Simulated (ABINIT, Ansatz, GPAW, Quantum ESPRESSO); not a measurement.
**CuO: 5 runs at one level of theory**

```
CELL_PARAMETERS angstrom
3.17550 0.00000 0.00000
0.00000 3.17550 0.00000
0.00000 0.00000 4.64953
ATOMIC_POSITIONS crystal
Cu 0.99804 0.00095 0.99545
Cu 0.49965 0.50733 0.00178
O 0.50550 0.99608 0.26765
O 0.99782 0.50034 0.72497
```

The cell comes from a database or a generator and needn't be the stable form of this composition.

Atoms were shifted at random by some hundredths of an Å from the given cell, which wasn't relaxed again for these runs.

Alike in all runs: task single point; functional PBE; k mesh 8 × 8 × 6; occupations fermi-dirac, width 0.05 eV; no spin polarisation; no spin-orbit coupling. A missing gap at this level doesn't show that the real crystal is a metal. Pressure is positive in compression and, in plane waves, holds the error of the finite cutoff, which Ansatz's Pulay term estimates and takes out.

```tsv
program and potentials	plane-wave cutoff (eV)	notes	band gap (eV)	pressure (GPa)	largest force (eV/Å)	energy over the undisturbed cell (meV/atom)
ABINIT, JTH PAW PBE v2.0	707	12.5 valence electrons an atom on average	no gap	15.23	1.163	10.95
Ansatz, Ansatz PAW (earlier soft set)	420	12.5 valence electrons an atom on average; Pulay term of +0.41 GPa included	no gap	15.25	1.196	11.13
Quantum ESPRESSO, SSSP 1.3 efficiency PBE	748	8.5 valence electrons an atom on average	?	?	?	?
Ansatz, all-electron LAPW, scalar-relativistic	-	-	no gap	15.26	1.201	-
GPAW, GPAW PAW data sets (gpaw-data 1.2.1)	800	8.5 valence electrons an atom on average	no gap	16.95	0.983	-
```

Q: Estimate from the other rows what the run with Quantum ESPRESSO, SSSP 1.3 efficiency PBE gave.

A: No band gap; pressure 15.20 GPa; largest force 1.182 eV/Å; energy over the undisturbed cell 11.01 meV/atom. The other rows, which needn't bracket it: pressure 15.23 to 16.95; largest force 0.983 to 1.201; energy over the undisturbed cell 10.95 to 11.13.
